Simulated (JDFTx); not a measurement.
# W: band structure with PBE

Crystal: W.

```xyz
1
Lattice="-1.5823 1.5823 1.5823 1.5823 -1.5823 1.5823 1.5823 1.5823 -1.5823" Properties=species:S:1:pos:R:3 pbc="T T T"
W     0.0000    0.0000    0.0000
```

| Property | Result |
| --- | --- |
| Program | JDFTx 1.7.0 (patched build) |
| Task | band structure |
| Functional | PBE |
| Potentials or basis | PseudoDojo-SR-PBE-0.4.1-standard with smoothed tails |
| Cutoff | 1007 eV |
| Density cutoff | 4027 eV |
| k mesh | 12 × 12 × 12 |
| Occupations | fermi-dirac, width 0.05 eV |
| Spin | no spin polarisation |
| Band ratio of the Davidson solver | 1.3 |
| Local potential set to -Z/r beyond | 6 bohr |
| Bands | 13 |
| Density cutoff over wavefunction cutoff | 4 |
| Max SCF steps | 30 |
| SCF threshold on the energy | 1e-06 Ha |
| Solver of the electrons | minimize |
| Further solve for the empty bands | no |
| Start | density of an earlier self-consistent run, held fixed |
| Path | G-H-N-G-P-H-P-N |

The band gap along the path is none (metal or under the smearing width).

Levels at the corners of the path, in eV from the Fermi level:
```tsv
point	band 5	band 6	band 7	band 8	band 9
Γ	-9.55	-1.15	-1.15	-1.15	2.34
H	-5.75	-5.75	5.25	5.25	5.25
N	-6.19	-3.48	0.77	2.24	3.22
Γ	-9.55	-1.15	-1.15	-1.15	2.34
P	-2.88	-2.88	-2.88	3.39	3.39
H	-5.75	-5.75	5.25	5.25	5.25
P	-2.88	-2.88	-2.88	3.39	3.39
N	-6.19	-3.48	0.77	2.24	3.22
```

Run time: 9.4 s on 1 thread of Intel(R) Xeon(R) Processor @ 2.50GHz (Skylake/Cascade Lake), on a shared host, peak memory 0.09 GiB.

Caveat: spin-orbit coupling is left out, which moves the levels of the heavy elements.
